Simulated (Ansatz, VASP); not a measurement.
Na3H in VASP and in Ansatz

```
Na H
1.0
     2.52186    0.00000    0.00000
     0.00000    3.95901    0.00000
     0.00000    0.00000    7.61835
Na H
3 1
Direct
  0.50000 0.00000 0.00000
  0.50000 0.00000 0.68777
  0.50000 0.00000 0.31223
  0.00000 0.00000 0.50000
```

Alike in both runs: task relaxation of cell and atoms; functional PBE; k mesh 6 × 4 × 2; occupations gaussian, width 0.1 eV; no spin polarisation.

```csv
,VASP,Ansatz
version,VASP 6.6.1,Ansatz 0.2.0
potentials or method,"VASP PAW PBE potentials, release 64 (Na_pv, H)","scalar-relativistic, plane waves, PAW"
plane-wave cutoff (eV),600,420
valence electrons in the cell,22,28
```

Ansatz gave:

```
gap on the k mesh at the Fermi level, each at its own relaxed structure (eV) : none
relaxed volume (Å³/atom)                                                     : 28.98
relaxed cell length with the largest relative difference (Å)                 : 3.490
energy change over the relaxation (meV/atom)                                 : -659
```

Estimate VASP's values.

gap on the k mesh at the Fermi level, each at its own relaxed structure (eV): none; relaxed volume (Å³/atom): 28.96; relaxed cell length with the largest relative difference (Å): 3.518; energy change over the relaxation (meV/atom): -654.

A gap of «none» marks a metal or a gap that the smearing closes. The two sets of potentials don't hold the same shells in valence.

Caveats: the k mesh is coarse (spacing up to 0.42 Å⁻¹), so the values aren't converged; the volume moved by over 15 % at a fixed basis, so the end points are rough (VASP).
